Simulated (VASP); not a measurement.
Set up this calculation in VASP 6.6.1, as the native input.

| Quantity | Value |
| --- | --- |
| Task | band structure |
| Functional | LDA |
| Potentials or basis | VASP PAW LDA potentials, release 64 (Ga_d, Sb) |
| Cutoff | 520 eV |
| k mesh | 10 × 10 × 10 |
| Occupations | gaussian, width 0.03 eV |
| Spin | no spin polarisation |
| Further INCAR settings | ALGO = Fast; EDIFF = 1e-07 |

The structure of GaSb lies in POSCAR:

```
GaSb                                    
1.0
    0.0000000000      3.0573977441      3.0573977441
    3.0573977441      0.0000000000      3.0573977441
    3.0573977441      3.0573977441      0.0000000000
  Ga              Sb            
     1     1
Direct
     1.0000000000000000    1.0000000000000000    1.0000000000000000
     0.2500000000000000    0.2500000000000000    0.2500000000000000
```

The input as run:

INCAR

```
  ALGO = Fast
  EDIFF = 1E-7
  ENCUT = 520
  GGA = CA
  ISIF = 2
  ISMEAR = 0
  LASPH = T
  LCHARG = F
  LREAL = F
  LWAVE = F
  NELM = 80
  PREC = Accurate
  SIGMA = 0.03
```

KPOINTS

```
k-points
0
Gamma
  10 10 10
```

KPOINTS_OPT

```
explicit points
202
Reciprocal
 0.0000000000  0.0000000000  0.0000000000 1
 0.0555555556  0.0000000000  0.0555555556 1
 0.1111111111  0.0000000000  0.1111111111 1
 0.1666666667  0.0000000000  0.1666666667 1
 0.2222222222  0.0000000000  0.2222222222 1
 0.2777777778  0.0000000000  0.2777777778 1
[... 194 lines left out ...]
 0.5120490500  0.0240980900  0.5120490500 1
 0.4879509500 -0.0240980900  0.4879509500 1
```

Potentials or basis: VASP PAW LDA potentials, release 64 (Ga_d, Sb).

The run is started by

```console
$ cat potpaw_LDA.64/Ga_d/POTCAR potpaw_LDA.64/Sb/POTCAR > POTCAR
$ mpirun -np 1 vasp_std > vasp.out
```

It gave:

```
Pressure                : -1.5 GPa
Band gap along the path : none (metal or under the smearing width)
```

Caveat: spin-orbit coupling is left out, which moves the levels of the heavy elements; this crystal is a semiconductor, whose small gap the functional closes, so the metal is an error of the method.

It took 32 s on 1 thread of Intel(R) Xeon(R) 6975P-C (Granite Rapids), on a shared host, peak memory 0.2 GiB.
